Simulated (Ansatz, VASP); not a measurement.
KCl: VASP beside Ansatz

INCAR

```
SYSTEM = KCl
PREC = Accurate
ENCUT = 520
EDIFF = 1E-7
ISMEAR = -1
SIGMA = 0.05
LREAL = .False.
LASPH = .True.
NELM = 100
ALGO = Normal
ISIF = 2
LWAVE = .False.
LCHARG = .True.
GGA = PS
LELF = .True.
LVHAR = .True.
NBANDS = 15
```

Contents of KPOINTS:

```
Automatic mesh
0
Gamma
  7 7 7
  0 0 0
```

Contents of POSCAR:

```
KCl
1.0
    3.8391960000      0.0000000000      0.0000000000
    0.0000000000      3.8391960000      0.0000000000
    0.0000000000      0.0000000000      3.8391960000
K Cl
1 1
Direct
    0.0000000000      0.0000000000      0.0000000000
    0.5000000000      0.5000000000      0.5000000000
```

Contents of input.yaml:

```yaml
crystal:
  lattice:
    - [3.839196, 0.0, 0.0]
    - [0.0, 3.839196, 0.0]
    - [0.0, 0.0, 3.839196]
  atoms:
    - { symbol: K, position: [0.0, 0.0, 0.0] }
    - { symbol: Cl, position: [0.5, 0.5, 0.5] }
hamiltonian:
  xc: pbesol
  pseudopotentials: { kind: paw }
kpoints:
  mp_grid: { grid: [7, 7, 7] }
scf:
  occupations: { method: fermi_dirac, width: 0.05 }
output:
  forces: true
  stress: true
  eigenvalues: true
```

Measurements of this composition are mostly on another form, of space group No. 225.

Alike in both runs: task single point; functional PBEsol; k mesh 7 × 7 × 7; occupations fermi-dirac, width 0.05 eV; no spin polarisation.

```csv
,VASP,Ansatz
version,VASP 6.6.1,Ansatz 0.2.0
potentials or method,"VASP PAW PBE potentials, release 64 (K_sv, Cl)",Ansatz PAW
plane-wave cutoff (eV),520,420
valence electrons in the cell,16,16
```

```tsv
	VASP	Ansatz	Ansatz less VASP
gap on the k mesh at the Fermi level (eV)	4.64	4.64	+0.003
least direct gap on the mesh (eV)	4.83	4.83	+0.003
pressure (GPa)	-1.4	-1.4	-0.02
```

Caveats: the PAW data sets were made with another functional, which shifts forces and pressure a little (VASP); an odd mesh through Γ misses points on the zone boundary, where band edges often lie (VASP); odd divisions of the mesh miss points on the zone boundary, where band edges often lie, so the gap on the mesh can be too wide (Ansatz); the PAW data sets come from PBE, with cores solved anew for the run's functional, which leaves a small shift of forces and pressure (Ansatz). Expect the measured gap to be larger: semilocal functionals such as PBEsol lack the derivative discontinuity.
